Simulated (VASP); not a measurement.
# MnS (R-3m) in VASP: a series of runs, part 2 of 2

VASP 6.6.1. The steps go on from the part before.

**3. Relaxation of cell and atoms, MS2, collinear spin, ferromagnetic start**

INCAR

```
PREC = Accurate
ENCUT = 600
EDIFF = 1E-6
ISMEAR = 0
SIGMA = 0.05
LREAL = F
LASPH = T
NELM = 100
ALGO = Normal
ISIF = 3
LWAVE = F
LCHARG = F
ISPIN = 2
MAGMOM = 4 0
LORBIT = 11
LMAXMIX = 4
METAGGA = MS2
LMIXTAU = T
IBRION = 2
NSW = 40
EDIFFG = -0.02
```

KPOINTS

```
regular mesh
0
Gamma
  9 9 9
```

POSCAR

```
MnS
1.0
    1.8299960138      1.0565486912      2.9709202777
   -1.8299960138      1.0565486912      2.9709202777
    0.0000000000     -2.1130973823      2.9709202777
Mn S
1 1
Direct
    0.0000000000      0.0000000000      0.0000000000
    0.5000000000      0.5000000000      0.5000000000
```

Potentials or basis: VASP PAW PBE potentials, release 64 (Mn_pv, S).

On the command line:

```bash
$ cat potpaw_PBE.64/Mn_pv/POTCAR potpaw_PBE.64/S/POTCAR > POTCAR
$ mpirun -np 1 vasp_std > vasp.out
```

OUTCAR:

```text
PREC = Accurate
   ENCUT = 600
   EDIFF = 1E-6
   ISMEAR = 0
   LREAL = F
   LASPH = T
   NELM = 100
   ISIF = 3
   ISPIN = 2
   LORBIT = 11
   METAGGA = MS2
   IBRION = 2
   NSW = 40
   EDIFFG = -0.02

 ion  position               nearest neighbor table
   1  0.000  0.000  0.000-   2 2.58   2 2.58   2 2.58   2 2.58   2 2.58   2 2.58
   2  0.500  0.500  0.500-   1 2.58   1 2.58   1 2.58   1 2.58   1 2.58   1 2.58

  LATTYP: Found a trigonal (rhomboedric) cell.
 ALAT       =     3.6457575130
 COS(alpha) =     0.4960879726

  Lattice vectors:

 A1 = (   1.8299960138,   1.0565486912,   2.9709202777)
 A2 = (  -1.8299960138,   1.0565486912,   2.9709202777)
 A3 = (   0.0000000000,  -2.1130973823,   2.9709202777)

Analysis of symmetry for initial positions (statically):
=====================================================================
 Subroutine PRICEL returns:
 Original cell was already a primitive cell.

 Routine SETGRP: Setting up the symmetry group for a
 trigonal (rhombohedral) supercell.

 Subroutine GETGRP returns: Found 12 space group operations
 (whereof 12 operations were pure point group operations)
 out of a pool of 12 trial point group operations.

The static configuration has the point symmetry D_3d.

Analysis of symmetry for dynamics (positions and initial velocities):
=====================================================================
 Subroutine PRICEL returns:
 Original cell was already a primitive cell.

 Routine SETGRP: Setting up the symmetry group for a
 trigonal (rhombohedral) supercell.

 Subroutine GETGRP returns: Found 12 space group operations
 (whereof 12 operations were pure point group operations)
 out of a pool of 12 trial point group operations.

The dynamic configuration has the point symmetry D_3d.

Analysis of structural, dynamic, and magnetic symmetry:
=====================================================================
 Subroutine PRICEL returns:
 Original cell was already a primitive cell.

 Routine SETGRP: Setting up the symmetry group for a
 trigonal (rhombohedral) supercell.

 Subroutine GETGRP returns: Found 12 space group operations
 (whereof 12 operations were pure point group operations)
 out of a pool of 12 trial point group operations.

The overall configuration has the point symmetry D_3d.

 Subroutine INISYM returns: Found 12 space group operations
 (whereof 12 operations are pure point group operations),
 and found     1 'primitive' translations

----------------------------------------------------------------------------------------

                                     Primitive cell

  volume of cell :      34.4653

  direct lattice vectors                    reciprocal lattice vectors
     1.829996014  1.056548691  2.970920278     0.273224639  0.157746319  0.112198680
    -1.829996014  1.056548691  2.970920278    -0.273224639  0.157746319  0.112198680
     0.000000000 -2.113097382  2.970920278     0.000000000 -0.315492638  0.112198680

  length of vectors
     3.645757513  3.645757513  3.645757513     0.334849441  0.334849441  0.334849441

  position of ions in fractional coordinates (direct lattice)
     0.000000000  0.000000000  0.000000000
     0.500000000  0.500000000  0.500000000

  ion indices of the primitive-cell ions
   primitive index   ion index
                 1           1
                 2           2

[... 76 lines left out ...]
   NFREE  =      1    steps in history (QN), initial steepest desc. (CG)
   ISIF   =      3    stress and relaxation
   ISYM   =      2    0-nonsym 1-usesym 2-fastsym
   POTIM  = 0.5000    time-step for ionic-motion
   TEBEG  =    0.0;   TEEND  =   0.0 temperature during run
   PSTRESS=    0.0 pullay stress
   NELECT =      19.0000    total number of electrons
   NUPDOWN=      -1.0000    fix difference up-down
   EMIN   =  10.00;   EMAX   =-10.00  energy-range for DOS
   EFERMI =   0.00;   METHOD = LEGACY
   ISMEAR =     0;   SIGMA  =   0.05  broadening in eV -4-tet -1-fermi 0-gaus
   EFERMI_NEDOS =   21; number of points for ismear=-14 and -15
   IALGO  =     38    algorithm
   IMIX   =      4    mixing-type and parameters
     AMIX     =   0.40;   BMIX     =  1.00
     AMIX_MAG =   1.60;   BMIX_MAG =  1.00
  volume/ion in A,a.u.               =      17.23       116.29
  Fermi-wavevector in a.u.,A,eV,Ry     =   1.342349  2.536672 24.516344  1.801900
  Thomas-Fermi vector in A             =   2.470510
   LORBIT       =     11    0 simple, 1 ext, 2 COOP (PROOUT), +10 PAW based schemes
   METAGGA = MS2    functional components
   LHFCALC =     F    Hartree Fock is set to
   AEXX    =    0.0000 exact exchange contribution
   IVDW    =     0    specifies the selected vdW correction
   LEPSILON=     F    determine dielectric tensor
   LRPA    =     F    only Hartree local field effects (RPA)
 conjugate gradient relaxation of ions
 spin polarized calculation
 Gauss-broadening in eV      SIGMA  =   0.05
  energy-cutoff  :      600.00
  volume of cell :       34.47
 maximum number of plane-waves:      1173
 NGX is ok and might be reduce to    30
   NGX = 15   NGY = 15   NGZ = 15

--------------------------------------- Ionic step        1  -------------------------------------------

 number of electron      19.0000011 magnetization       4.8705366

 Free energy of the ion-electron system (eV)
  ---------------------------------------------------
  ext. energy  EPLUGINS =         0.00000000
  ---------------------------------------------------
  free energy    TOTEN  =       -22.89746840 eV

  energy without entropy =      -22.89702947  energy(sigma->0) =      -22.89724893

------------------------ aborting loop because EDIFF is reached ----------------------------------------

  FORCE on cell =-STRESS in cart. coord.  units (eV):
  Direction    XX          YY          ZZ          XY          YZ          ZX
  --------------------------------------------------------------------------------------
  -------------------------------------------------------------------------------------
  Total       -0.2182551     -0.2182551     -0.1030536      0.0000000     -0.0000000     -0.0000000
  in kB      -10.1459598    -10.1459598     -4.7906190      0.0000000     -0.0000000     -0.0000000
  external PRESSURE =      -8.3608462 kB  Pullay stress =       0.0000000 kB
[... 239 lines left out ...]
--------------------------------------- Ionic step        8  -------------------------------------------

 number of electron      19.0000010 magnetization       4.8683012

 Free energy of the ion-electron system (eV)
  ---------------------------------------------------
  ext. energy  EPLUGINS =         0.00000000
  ---------------------------------------------------
  free energy    TOTEN  =       -22.89897170 eV

  energy without entropy =      -22.89866358  energy(sigma->0) =      -22.89881764

 E-fermi :   7.1565     XC(G=0): -11.4152

 val. band max:        7.0592783448   @ k =  -0.4444   0.1111   0.1111
 cond. band min:       7.1788780336   @ k =  -0.2222   0.2222   0.0000
 fundamental gap:      0.1195996888
 Fermi energy:         7.1565194283

 spin component 1

 k-point     1 :       0.0000    0.0000    0.0000
  band No.  band energies     occupation
      1     -45.4418      1.00000
      2     -45.4418      1.00000
      3     -45.4411      1.00000
      4      -8.5379      1.00000
      5       3.2633      1.00000
      6       3.2633      1.00000
      7       3.2677      1.00000
      8       3.3450      1.00000
      9       3.3450      1.00000
     10       4.9223      1.00000
     11       4.9223      1.00000
     12       4.9391      1.00000
     13       9.0974      0.00000
     14      15.7987      0.00000
[... 403 lines left out ...]
      4      -7.0410      1.00000
      5       0.6083      1.00000
      6       2.7352      1.00000
      7       3.1547      1.00000
      8       3.1692      1.00000
      9       3.5943      1.00000
     10       4.0322      1.00000
     11       4.0337      1.00000
     12       4.5837      1.00000
     13       8.0177      0.00000
     14      12.5098      0.00000
     15      17.4788      0.00000

 [... further k-points ...]

 spin component 2

 k-point     1 :       0.0000    0.0000    0.0000
  band No.  band energies     occupation
      1     -40.1703      1.00000
      2     -40.1695      1.00000
      3     -40.1695      1.00000
      4      -8.2755      1.00000
      5       5.1599      1.00000
      6       5.1599      1.00000
      7       5.1787      1.00000
      8       7.8675      0.00000
      9       7.8675      0.00000
     10       7.8778      0.00000
     11       7.9444      0.00000
     12       7.9444      0.00000
     13      10.7133      0.00000
     14      17.3981      0.00000
[... 444 lines left out ...]
  FREE ENERGIE OF THE ION-ELECTRON SYSTEM (eV)
  ---------------------------------------------------
  free  energy   TOTEN  =       -22.8989716990 eV

  energy  without entropy=      -22.8986635774  energy(sigma->0) =      -22.89881764

 reached required accuracy - stopping structural energy minimisation

 total charge

# of ion       s       p       d       tot
------------------------------------------
    1        0.271   6.176   4.908  11.355
    2        1.313   2.462   0.000   3.775
--------------------------------------------------
tot          1.583   8.638   4.908  15.130

 magnetization (x)

# of ion       s       p       d       tot
------------------------------------------
    1        0.068   0.039   4.320   4.428
    2        0.030   0.077   0.000   0.107
--------------------------------------------------
tot          0.098   0.116   4.320   4.535
```

OSZICAR:

```text
N       E                     dE             d eps       ncg     rms          rms(c)
DAV:   1     0.125705169409E+03    0.12571E+03   -0.10681E+04  5155   0.136E+03
DAV:   2    -0.288365818881E+02   -0.15454E+03   -0.14856E+03  5457   0.348E+02
DAV:   3    -0.355500371927E+02   -0.67135E+01   -0.66225E+01  6374   0.756E+01
[... 71 lines left out ...]
DAV:   1    -0.228991662338E+02   -0.24645E-03   -0.83563E-03  5478   0.845E-01    0.113E-01
DAV:   2    -0.228990295870E+02    0.13665E-03   -0.31296E-04  5814   0.247E-01    0.743E-02
DAV:   3    -0.228989461197E+02    0.83467E-04   -0.58540E-05  5625   0.990E-02    0.509E-02
DAV:   4    -0.228989628046E+02   -0.16685E-04   -0.14385E-05  7482   0.469E-02    0.127E-02
DAV:   5    -0.228989723529E+02   -0.95483E-05   -0.18425E-06  4858   0.164E-02    0.812E-03
DAV:   6    -0.228989716990E+02    0.65392E-06   -0.71000E-07  3551   0.952E-03
   8 F= -.22898972E+02 E0= -.22898818E+02  d E =-.521513E-04  mag=     4.8683
```

It took 36 min on 1 thread of Intel Xeon Platinum 8375C at 2.90GHz (Ice Lake), shared host; peak memory 0.27 GiB.

What came out:

- Free energy: -22.8990 eV
- Relaxed volume: 17.06 Å³/atom
- Relaxed cell: a = 3.638 Å, b = 3.638 Å, c = 3.638 Å, α = 60.09°, β = 60.09°, γ = 60.09°
- Space group after relaxing (to 0.05 Å): Fm-3m (No. 225)
- Energy gained by relaxing: 0.8 meV/atom
- Ionic steps: 8
- Pressure after relaxing: 0.0 GPa
- Band gap on the k mesh: none (metal or under the smearing width)
- Net moment: 4.87 μB per cell
- Site moments: Mn +4.43; S +0.11 μB
- Valence electrons inside the program's atomic spheres: Mn 11.36; S 3.77

Stress tensor (GPa, compression positive):
```
-0.07  0.00  0.00
 0.00 -0.07  0.00
 0.00  0.00  0.12
```

The path:
```csv
step,energy change (eV),largest force (eV/Å),pressure (GPa),volume (Å³)
1,0.0000,0.0000,-0.84,34.47
2,-0.0015,0.0000,0.32,34.02
3,-0.0015,0.0000,0.10,34.07
4,-0.0015,0.0000,0.08,34.09
5,-0.0014,0.0000,-0.03,34.13
6,-0.0015,0.0000,0.11,34.10
7,-0.0015,0.0000,0.04,34.12
8,-0.0015,0.0000,-0.01,34.12
```

Final structure:
```
Mn S
1.0
     1.82161    1.05171    2.96870
    -1.82161    1.05171    2.96870
     0.00000   -2.10341    2.96870
Mn S
1 1
Direct
  0.00000 0.00000 0.00000
  0.50000 0.50000 0.50000
```

Levels at points of the mesh, in eV from the Fermi level:
Spin up:
| k point | band 9 | band 10 | band 11 | band 12 | band 13 | band 14 | band 15 |
| --- | --- | --- | --- | --- | --- | --- | --- |
| (0.00, 0.00, 0.00) | -3.81 | -2.23 | -2.23 | -2.22 | 1.94 | 8.64 | 8.64 |
Spin down:
| k point | band 5 | band 6 | band 7 | band 8 | band 9 | band 10 |
| --- | --- | --- | --- | --- | --- | --- |
| (0.00, 0.00, 0.00) | -2.00 | -2.00 | -1.98 | 0.71 | 0.71 | 0.72 |

Caveat: the PAW data sets were made with another functional, which shifts forces and pressure a little; a cell with one magnetic atom can't hold antiferromagnetic order, which such compounds often take; semilocal functionals often make such compounds metallic where correlation or magnetic order opens a gap, which also shifts bond lengths.

**4. The reference run**

An earlier run on the cell as given: functional PBE; potentials or basis VASP PAW PBE potentials, release 64 (Mn_pv, S); cutoff 520 eV; k mesh 9 × 9 × 9; occupations fermi-dirac, width 0.05 eV; collinear spin, ferromagnetic start; starting moments [4.0, 0.0] μB.

* Pressure: -1.6 GPa
* Band gap on the k mesh: none (metal or under the smearing width)
* Net moment: 4.66 μB per cell
* Site moments: Mn +4.22; S +0.10 μB
* Valence electrons inside the program's atomic spheres: Mn 11.33; S 3.73

**5. Overview**

| task | level | cell | cutoff (eV) | smearing | gap on the mesh (eV) | pressure (GPa) | moment (μB) | relaxed volume (Å³/atom) |
| --- | --- | --- | --- | --- | --- | --- | --- | --- |
| relaxation of cell and atoms | r2SCAN | relaxed | 600 | gaussian 0.05 eV | none | 0.0 | 4.98 | 17.78 |
| relaxation of cell and atoms | MS2 | relaxed | 600 | gaussian 0.05 eV | none | 0.0 | 4.87 | 17.06 |
| single point | PBE | as given | 520 | fermi-dirac 0.05 eV | none | -1.6 | 4.66 | - |

Alike in all rows: potentials or basis VASP PAW PBE potentials, release 64 (Mn_pv, S); spin collinear, ferromagnetic start; k mesh 9 × 9 × 9.

Caveats: a cell with one magnetic atom can't hold antiferromagnetic order, which such compounds often take; semilocal functionals often make such compounds metallic where correlation or magnetic order opens a gap, which also shifts bond lengths; the PAW data sets were made with another functional, which shifts forces and pressure a little (some runs).

Total energies depend on the potentials used, so only differences within one code and one set of settings carry meaning.
